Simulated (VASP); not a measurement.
Wanted: the native input for a VASP 6.6.1 run.

- Task: relaxation of cell and atoms
- Functional: PBE
- Potentials or basis: VASP PAW PBE potentials, release 64 (Au)
- Cutoff: 600 eV
- k mesh: 18 × 18 × 18
- Occupations: methfessel-paxton, width 0.1 eV
- Spin: no spin polarisation
- Further INCAR settings: ALGO = Normal; EDIFF = 1e-07; IBRION = 2; EDIFFG = -0.005; NSW = 90; ISIF = 3

The structure of Au lies in POSCAR:

```
Au                                      
1.0
    0.0000000000      2.0781226147      2.0781226147
    2.0781226147      0.0000000000      2.0781226147
    2.0781226147      2.0781226147      0.0000000000
  Au            
     1
Direct
     0.0000000000000000    0.0000000000000000    0.0000000000000000
```

The input as run:

INCAR

```
  PREC = Accurate
  ENCUT = 600
  EDIFF = 1E-7
  ISMEAR = 1
  SIGMA = 0.1
  LREAL = F
  LASPH = T
  NELM = 80
  ALGO = Normal
  ISIF = 3
  LWAVE = F
  LCHARG = F
  GGA = PE
  IBRION = 2
  NSW = 90
  EDIFFG = -0.005
```

KPOINTS

```
Automatic mesh
0
Gamma
  18 18 18
```

Potentials or basis: VASP PAW PBE potentials, release 64 (Au).

The run is started by

```console
$ cat potpaw_PBE.64/Au/POTCAR > POTCAR
$ mpirun -np 1 vasp_std > vasp.out
```

It gave:

```yaml
Pressure_after_relaxing: 0.0 GPa
Band_gap_on_the_k_mesh: none (metal or under the smearing width)
```

Caveat: the relaxation stopped at its first step, so nothing moved.

Run time: 30 s on 1 thread of Intel(R) Xeon(R) Platinum 8375C CPU @ 2.90GHz (Ice Lake), on a shared host, peak memory 0.17 GiB.
